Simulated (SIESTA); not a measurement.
**Sb: equation of state with PBE**

Crystal: Sb.

```xyz
1
Lattice="-1.5765 1.5765 2.7119 1.5765 -1.5765 2.7119 1.5765 1.5765 -2.7119" Properties=species:S:1:pos:R:3 pbc="T T T"
Sb    0.0000    0.0000    0.0000
```

This isn't the form of Sb at room conditions, which is rhombohedral.

* Program: SIESTA 5.4.2
* Task: equation of state
* Functional: PBE
* Potentials or basis: PseudoDojo 0.4 standard (PBE files)
* Basis: DZP (energy shift 0.002 Ry)
* Grid cutoff: 500 Ry
* Energy shift: 0.002 Ry
* k mesh: 12 × 12 × 12
* Occupations: fermi-dirac, width 0.05 eV
* Spin: no spin polarisation

```
Equilibrium volume                        : 29.06 Å³/atom (rough: see the caveat)
Bulk modulus at fixed shape and positions : 30 GPa (rough)
```

Energy against volume, from the lowest point:
```
volume (Å³/atom)  energy (meV/atom)
          25.344              89.08
          25.883              58.98
          26.423              36.77
          26.962              20.03
          27.501              10.40
          28.040               3.19
          28.580               0.00
```

All runs of the series together: 2.6 min on 1 thread of Arm Neoverse V1 (shared host).

Caveat: the fit is doubtful: noisy points or a state that changes with volume; the minimum lies outside the volumes run; semicore shells carry a single zeta, which can move pressures by several GPa and volumes by a few percent; the cell was scaled at fixed shape and fractional positions, which overstates the stiffness of a crystal with free parameters, most of all of layers and chains; the basis of atomic orbitals isn't converged, which shifts pressures, moduli and gaps. Spin-orbit coupling is left out, which matters for the levels of Sb.
